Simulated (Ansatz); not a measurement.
Is this ZrSi2 structure a true minimum?

The structure comes from a generated guess, relaxed at this level; another structure or a mixture of phases may lie lower.

Method: Ansatz, DFT PBE, scalar-relativistic, plane waves, PAW. Cutoff 420 eV; k points 8×8×8 on the computed 6-atom cell (Γ-centred); Gaussian smearing, width 0.10 eV; no spin polarisation.

The cell below (6 atoms, space group Cmcm (No. 63)) is relaxed within its symmetry.

```cif
data_structure
_symmetry_space_group_name_H-M 'P 1'
_symmetry_Int_Tables_number 1
_cell_length_a 7.6266
_cell_length_b 7.6266
_cell_length_c 3.6855
_cell_angle_alpha 90.000
_cell_angle_beta 90.000
_cell_angle_gamma 151.946
_cell_volume 100.82
loop_
_atom_site_label
_atom_site_type_symbol
_atom_site_fract_x
_atom_site_fract_y
_atom_site_fract_z
_atom_site_occupancy
Zr1 Zr 0.60535 0.39465 0.25000 1
Zr2 Zr 0.39465 0.60535 0.75000 1
Si1 Si 0.94700 0.05300 0.25000 1
Si2 Si 0.05300 0.94700 0.75000 1
Si3 Si 0.24998 0.75002 0.25000 1
Si4 Si 0.75002 0.24998 0.75000 1
```

For the test a repeat of it with 12 atoms (edges 3.70, 7.37, 7.63 Å) was strained at random (σ = 1.5 % a component), the atoms were moved at random (σ = 0.10 Å), and all was relaxed again on a coarse 6×4×6 mesh (in the run’s order of axes) with 0.20 eV smearing, with no symmetry imposed.

Problem. What happens?

Solution. It returns, within 1 meV/atom of the unmoved cell on that mesh and with the same symmetry when read at 0.1 Å. So it is stable against the distortions that fit this cell and that this random move excites. Modes that don't fit the cell aren't tested.
